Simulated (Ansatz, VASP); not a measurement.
## AlN: VASP beside Ansatz

```
CELL_PARAMETERS angstrom
2.17816 2.17816 0.00000
-2.17816 2.17816 0.00000
0.00000 2.17816 2.17816
ATOMIC_POSITIONS crystal
Al 0.00000 0.00000 0.00000
N 0.25000 0.75000 0.50000
```

Alike in both runs: functional LDA; k mesh 10 × 10 × 10; no spin polarisation.

Ansatz relaxed the structure, and its values are those at the end. VASP's run is a single point on that final structure, the one shown.

```csv
,VASP,Ansatz
version,VASP 6.6.1,Ansatz 0.2.0
potentials or method,"VASP PAW LDA potentials, release 64 (Al, N)","PAW with Ansatz's default frozen-core files, scalar-relativistic"
plane-wave cutoff (eV),520,420
occupations,"gaussian, width 0.01 eV",fixed
valence electrons in the cell,8,8
```

Ansatz gave:

```
gap on the k mesh at the Fermi level (eV) : 3.25
pressure (GPa)                            : -2.0
```

Q: What did VASP give for the same quantities?

A: gap on the k mesh at the Fermi level (eV): 3.23; pressure (GPa): -1.4.

A k mesh can miss the band edges.
